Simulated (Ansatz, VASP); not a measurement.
## One calculation of Hf, two programs

```
Hf
1.0
     0.00000    3.27004    3.27004
     3.27004    0.00000    3.27004
     3.27004    3.27004    0.00000
Hf
2
Direct
  0.00000 0.00000 0.00000
  0.25000 0.25000 0.25000
```

Alike in both runs: functional PBE; k mesh 10 × 10 × 10; occupations fermi-dirac, width 0.03 eV; no spin polarisation.

Ansatz relaxed the structure, and its values are those at the end. VASP's run is a single point on that final structure, the one shown.

|  | VASP | Ansatz |
| --- | --- | --- |
| version | VASP 6.6.1 | Ansatz 0.2.0 |
| potentials or method | VASP PAW PBE potentials, release 64 (Hf_pv) | PAW with Ansatz's default frozen-core files, scalar-relativistic |
| plane-wave cutoff (eV) | 520 | 420 |
| valence electrons in the cell | 20 | 52 |

|  | VASP | Ansatz | Ansatz less VASP |
| --- | --- | --- | --- |
| pressure (GPa) | -0.2 | 0.0 | +0.22 |

The functional is the same, so the differences come from potentials, cutoffs and numerics. The two sets of potentials don't hold the same shells in valence.

Spin-orbit coupling is left out, which matters for the levels of Hf.
